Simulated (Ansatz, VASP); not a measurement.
## TiC in VASP and in Ansatz

INCAR

```
SYSTEM = TiC
ALGO = Normal ; EDIFF = 1E-7
ENCUT = 520 ; GGA = PE
ISIF = 2 ; ISMEAR = -1
ISPIN = 2 ; LASPH = .True.
LCHARG = .False. ; LMAXMIX = 4
LORBIT = 11 ; LREAL = .False.
LWAVE = .False. ; MAGMOM = 0 0
NBANDS = 19 ; NELM = 150
PREC = Accurate ; SIGMA = 0.025
```

The input KPOINTS:

```
k-points
0
Gamma
  15 15 15
  0 0 0
```

File POSCAR:

```
TiC
1.0
    0.0000000000      2.1663328179      2.1663328179
    2.1663328179      0.0000000000      2.1663328179
    2.1663328179      2.1663328179      0.0000000000
Ti C
1 1
Direct
    0.0000000000      0.0000000000      0.0000000000
    0.5000000000      0.5000000000      0.5000000000
```

Input for Ansatz:

```yaml
crystal:
  lattice:
    - [0.0, 2.1663328179, 2.1663328179]
    - [2.1663328179, 0.0, 2.1663328179]
    - [2.1663328179, 2.1663328179, 0.0]
  atoms:
    - { symbol: Ti, position: [0.0, 0.0, 0.0] }
    - { symbol: C, position: [0.5, 0.5, 0.5] }
kpoints:
  mp_grid: { grid: [15, 15, 15] }
  band_path:
    path:
      - [0.0, 0.0, 0.0]
      - [0.5, 0.0, 0.5]
      - [0.625, 0.25, 0.625]
      - [0.375, 0.375, 0.75]
      - [0.0, 0.0, 0.0]
      - [0.5, 0.5, 0.5]
      - [0.5, 0.25, 0.75]
      - [0.5, 0.0, 0.5]
    npoints: 14
scf:
  occupations: { method: fermi_dirac, width: 0.025 }
  mixing: { preconditioner: none }
hamiltonian:
  xc: pbe
  pseudopotentials: { kind: all_electron, lapw: { basis_error: 0.001 } }
output:
  forces: true
  stress: true
  eigenvalues: true
  populations: true
magnetization:
  spin_polarized: true
```

The cell was relaxed by an earlier calculation.

Alike in both runs: task single point; functional PBE; k mesh 15 × 15 × 15; occupations fermi-dirac, width 0.025 eV; collinear spin.

```csv
,VASP,Ansatz
version,VASP 6.6.1,Ansatz 0.2.0
potentials or method,"VASP PAW PBE potentials, release 64 (Ti_sv, C)","all-electron LAPW, scalar-relativistic"
plane-wave cutoff (eV),520,see its input
```

VASP gave:

* gap on the k mesh at the Fermi level (eV): none
* pressure (GPa): 0.3
* net moment per atom (μB): 0.00

Task: Which values does Ansatz return?

Result: gap on the k mesh at the Fermi level (eV): none; pressure (GPa): 0.0; net moment per atom (μB): 0.00.

A gap of «none» marks a metal or a gap that the smearing closes. Ansatz ran all-electron here, so the differences hold the error of VASP's frozen core and of both bases. Ansatz warned: «no_starting_moments».
